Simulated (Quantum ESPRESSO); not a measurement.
Crystal: Ge.

```
Ge
1.0
     1.39715   -2.60052    0.00000
     1.39715    2.60052    0.00000
     0.00000    0.00000    2.69823
Ge
1
Direct
  0.50000 0.50000 0.00000
```

This isn't the form of Ge at room conditions, which is diamond.

```yaml
Program: Quantum ESPRESSO 7.5
Task: Wannier functions
Functional: PBEsol
Potentials_or_basis: GBRV 1.5 PBEsol
Cutoff: 612 eV
Density_cutoff: 4898 eV
k_mesh: 9 × 9 × 8
Occupations: fermi-dirac, width 0.05 eV
Spin: no spin polarisation
Iterations: 0
Mixing_beta: 0.5
Most_SCF_iterations: 120
SCF_threshold: 2e-10 Ry
k_mesh_for_the_Wannier_functions: 7 × 7 × 6
Projections: Ge sp
```

Start: atomic projections with disentanglement, frozen window up to 1.0 eV over the reference level; the lowest 5 bands are left out; no minimisation of the spread. The reference level is the Fermi level, or the middle of the gap.

Question: With atomic projections with disentanglement, how many functions result, how localised are they, and how well do they interpolate the bands?

Answer: 4 functions with spreads from 1.43 to 1.84 Å², 6.8 Å² in all; they miss the direct bands by 110 meV (root mean square).

Wannier functions:
```csv
function,nearest atom,distance (Å),spread (Å²),on-site energy from the reference level (eV)
1,1 Ge,0.00,1.43,-6.52
2,1 Ge,0.00,1.78,2.14
3,1 Ge,0.00,1.76,1.97
4,1 Ge,0.00,1.84,1.63
```

Parts of the spread (Å²): invariant 4.40, diagonal 0.000, off-diagonal 2.41, total 6.81. Against the direct bands the interpolation misses by 110 meV (root mean square) and 878 meV at most, for states up to 1 eV over the reference level.
